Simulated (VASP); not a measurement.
# As: electric field gradients, by potentials

As, Cmce (no. 64), 4 atoms in the cell.

| Potentials | Vzz of the first element (V/Å²) | Time (s) |
|---|---|---|
| As | -93.30 | 18 |
| As_GW | -93.69 | 17 |
| As_d | -94.66 | 38 |

## Input of the first row

INCAR:
```
SYSTEM = As
GGA      = PE             ! functional
PREC     = Accurate       ! precision mode
ENCUT    = 450            ! plane-wave cutoff, eV
EDIFF    = 1E-7           ! SCF threshold, eV
LREAL    = .False.        ! projectors in reciprocal space
LASPH    = .True.         ! aspherical terms in the spheres
ALGO     = Normal         ! electronic algorithm
NELM     = 120            ! most SCF steps
LWAVE    = .False.        ! write WAVECAR
LCHARG   = .False.        ! write CHGCAR
ISMEAR   = 0              ! smearing method
SIGMA    = 0.02           ! smearing width, eV
KPAR     = 4            
LEFG     = .True.       
QUAD_EFG = 314           
```

KPOINTS:
```
k-points
0
Gamma
  7 7 6
```

POSCAR:
```
As
1.0
    1.8250000000     -5.5000000000      0.0000000000
    1.8250000000      5.5000000000      0.0000000000
    0.0000000000      0.0000000000      4.4700000000
As
4
Direct
    0.3900000000      0.6100000000      0.5600000000
    0.8900000000      0.1100000000      0.9400000000
    0.6100000000      0.3900000000      0.4400000000
    0.1100000000      0.8900000000      0.0600000000
```

Commands:
```
cat potpaw_PBE.64/As/POTCAR > POTCAR
mpirun -np 4 vasp_std > vasp.out
```

Changes of the last row against the first:
```
- cat potpaw_PBE.64/As/POTCAR > POTCAR
+ cat potpaw_PBE.64/As_d/POTCAR > POTCAR
```

VASP 6.6.1 took 18 s on 4 cores (Intel Xeon Platinum 8488C (Sapphire Rapids)), a shared host.
